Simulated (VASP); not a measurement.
# TlBr (Pm-3m) in VASP: further runs, part 2 of 2

VASP 6.6.1. The steps go on from the part before.

### Step 3. Relaxation of cell and atoms, PBE

This run uses another cell than the first one, of 31.29 Å³/atom, 0.943 times its volume.

The input, INCAR:

```
PREC = Accurate
ENCUT = 600
EDIFF = 1E-6
ISMEAR = 0
SIGMA = 0.02
LREAL = False
LASPH = True
NELM = 100
ALGO = Normal
ISIF = 3
LWAVE = False
LCHARG = False
GGA = PE
IBRION = 2
NSW = 70
EDIFFG = -0.02
```

The input, KPOINTS:

```
Automatic mesh
0
Gamma
  8 8 8
```

The input, POSCAR:

```
TlBr
1.0
    3.9700000000      0.0000000000      0.0000000000
    0.0000000000      3.9700000000      0.0000000000
    0.0000000000      0.0000000000      3.9700000000
Tl Br
1 1
Direct
    0.0000000000      0.0000000000      0.0000000000
    0.5000000000      0.5000000000      0.5000000000
```

Potentials or basis: VASP PAW PBE potentials, release 64 (Tl_d, Br).

On the command line:

```sh
cat potpaw_PBE.64/Tl_d/POTCAR potpaw_PBE.64/Br/POTCAR > POTCAR
mpirun -np 1 vasp_std > vasp.out
```

Wall time 23 s (1 thread of Intel Xeon 6975P-C (Granite Rapids), shared host); peak memory 0.21 GiB.

It converged, with:

| Quantity | Value |
| --- | --- |
| Free energy | -5.5451 eV |
| Relaxed volume | 33.20 Å³/atom |
| Relaxed cell | a = 4.049 Å, b = 4.049 Å, c = 4.049 Å, α = 90.00°, β = 90.00°, γ = 90.00° |
| Space group after relaxing (to 0.05 Å) | Pm-3m (No. 221) |
| Energy gained by relaxing | 8.2 meV/atom |
| Ionic steps | 3 |
| Pressure after relaxing | 0.0 GPa |
| Band gap on the k mesh | 1.99 eV, direct |

Step by step:
| step | energy change (eV) | largest force (eV/Å) | pressure (GPa) | volume (Å³) |
| --- | --- | --- | --- | --- |
| 1 | 0.0000 | 0.0000 | 1.42 | 62.57 |
| 2 | -0.0145 | 0.0000 | 0.43 | 65.12 |
| 3 | -0.0164 | 0.0000 | 0.02 | 66.40 |

Final structure:
```
Tl Br
1.0
     4.04931    0.00000    0.00000
     0.00000    4.04931    0.00000
     0.00000    0.00000    4.04931
Tl Br
1 1
Cartesian
  0.0000 0.0000 0.0000
  2.0247 2.0247 2.0247
```

Levels at points of the mesh, in eV from the valence-band top:
```
           k point  band 6  band 7  band 8  band 9  band 10  band 11  band 12  band 13  band 14
(0.00, 0.00, 0.00)   -9.86   -4.53   -1.08   -1.08    -1.08     7.06     7.06     7.16     7.16
(0.50, 0.00, 0.00)   -9.85   -5.23   -0.63   -0.63     0.00     1.99     5.78     5.78     8.19
(0.50, 0.50, 0.00)   -9.81   -3.65   -2.58   -2.58    -0.55     4.82     4.82     7.23     7.73
(0.50, 0.50, 0.50)   -9.81   -2.77   -1.67   -1.67    -1.67     2.35     2.35     2.35    12.53
```

Caveat: spin-orbit coupling is left out, which as a rule narrows the gap of such compounds by several tenths of an eV.

### Step 4. Single point, PBE

This run uses another cell than the first one, of 31.29 Å³/atom, 0.943 times its volume.

The input, INCAR:

```
  PREC = Accurate
  ENCUT = 520
  EDIFF = 1E-6
  ISMEAR = 0
  SIGMA = 0.1
  LREAL = False
  LASPH = True
  NELM = 100
  ALGO = Normal
  ISIF = 2
  LWAVE = False
  LCHARG = False
  GGA = PE
  NBANDS = 17
```

The input, KPOINTS:

```
Automatic mesh
0
Gamma
  4 4 4
```

POSCAR is that of step 3.

Potentials or basis: VASP PAW PBE potentials, release 64 (Tl_d, Br).

On the command line:

```sh
cat potpaw_PBE.64/Tl_d/POTCAR potpaw_PBE.64/Br/POTCAR > POTCAR
mpirun -np 1 vasp_std > vasp.out
```

OUTCAR:

```text
PREC = Accurate
   ENCUT = 520
   EDIFF = 1E-6
   ISMEAR = 0
   LREAL = False
   LASPH = True
   NELM = 100
   ISIF = 2
   GGA = PE

 ion  position               nearest neighbor table
   1  0.000  0.000  0.000-   2 3.44   2 3.44   2 3.44   2 3.44   2 3.44   2 3.44   2 3.44   2 3.44

   2  0.500  0.500  0.500-   1 3.44   1 3.44   1 3.44   1 3.44   1 3.44   1 3.44   1 3.44   1 3.44

  LATTYP: Found a simple cubic cell.
 ALAT       =     3.9700000000

  Lattice vectors:

[... 372 lines left out ...]
------------------------ aborting loop because EDIFF is reached ----------------------------------------

  FORCE on cell =-STRESS in cart. coord.  units (eV):
  Direction    XX          YY          ZZ          XY          YZ          ZX
  --------------------------------------------------------------------------------------
  -------------------------------------------------------------------------------------
  Total        0.5943602      0.5943602      0.5943602      0.0000000      0.0000000     -0.0000000
  in kB       15.2190931     15.2190931     15.2190931      0.0000000      0.0000000     -0.0000000
  external PRESSURE =      15.2190931 kB  Pullay stress =       0.0000000 kB

 VOLUME and BASIS-vectors are now :
 -----------------------------------------------------------------------------
  energy-cutoff  :      520.00
  volume of cell :       62.57
      direct lattice vectors                 reciprocal lattice vectors
     3.970000000  0.000000000  0.000000000     0.251889169  0.000000000  0.000000000
     0.000000000  3.970000000  0.000000000     0.000000000  0.251889169  0.000000000
     0.000000000  0.000000000  3.970000000     0.000000000  0.000000000  0.251889169

 POSITION                                       TOTAL-FORCE (eV/Angst)
 -----------------------------------------------------------------------------------
      0.00000      0.00000      0.00000         0.000000      0.000000      0.000000
      1.98500      1.98500      1.98500         0.000000      0.000000      0.000000
 -----------------------------------------------------------------------------------
    total drift:                                0.000000     -0.000000     -0.000000

  FREE ENERGIE OF THE ION-ELECTRON SYSTEM (eV)
  ---------------------------------------------------
  free  energy   TOTEN  =        -5.5163395874 eV

  energy  without entropy=       -5.5163395874  energy(sigma->0) =       -5.51633959
```

Run time: 6.6 s. Hardware: 1 thread of Intel Xeon 6975P-C (Granite Rapids), shared host; peak memory 0.16 GiB.

Results:

| Item | Value |
| --- | --- |
| Free energy | -5.5163 eV |
| Pressure | 1.5 GPa |
| Band gap on the k mesh | 1.83 eV, direct |

Caveat: spin-orbit coupling is left out, which as a rule narrows the gap of such compounds by several tenths of an eV.

### Step 5. Summary

| task | cell | k mesh | cutoff (eV) | smearing | gap on the mesh (eV) | pressure (GPa) |
| --- | --- | --- | --- | --- | --- | --- |
| single point | Pm-3m, 33.18 Å³/atom | 8 × 8 × 8 | 520 | gaussian 0.02 eV | 1.99 | 0.0 |
| relaxation of cell and atoms | relaxed | 8 × 8 × 8 | 600 | gaussian 0.02 eV | 1.99 | 0.0 |
| single point | Pm-3m, 31.29 Å³/atom | 4 × 4 × 4 | 520 | gaussian 0.1 eV | 1.83 | 1.5 |

Alike in all rows: level PBE; potentials or basis VASP PAW PBE potentials, release 64 (Tl_d, Br); no spin polarisation.

Caveats: spin-orbit coupling is left out, which as a rule narrows the gap of such compounds by several tenths of an eV.

Absolute energies hang on the potentials; compare differences alone.
